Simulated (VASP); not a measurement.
## Rb: single point with PBE

Crystal: Rb.

```
Rb
1.0
     4.85407    0.00000    0.00000
    -1.61802    4.57646    0.00000
    -1.61802   -2.28823    3.96333
Rb
1
Direct
  0.00000 0.00000 0.00000
```

```
Program             : VASP 6.6.1
Task                : single point
Functional          : PBE
Potentials or basis : VASP PAW PBE potentials, release 64 (Rb_pv)
Cutoff              : 500 eV
k mesh              : 7 × 7 × 7
Occupations         : gaussian, width 0.02 eV
Spin                : no spin polarisation
```

```
Pressure               : 0.1 GPa
Band gap on the k mesh : none (metal or under the smearing width)
```

Levels at points of the mesh, in eV from the Fermi level:
```tsv
k point	band 2	band 3	band 4	band 5	band 6	band 7
(0.00, 0.00, 0.00)	-12.88	-12.88	-1.98	3.75	3.75	3.75
```

It took 9.3 s on 1 thread of Intel(R) Xeon(R) 6975P-C (Granite Rapids), with other jobs on the host, peak memory 0.2 GiB.
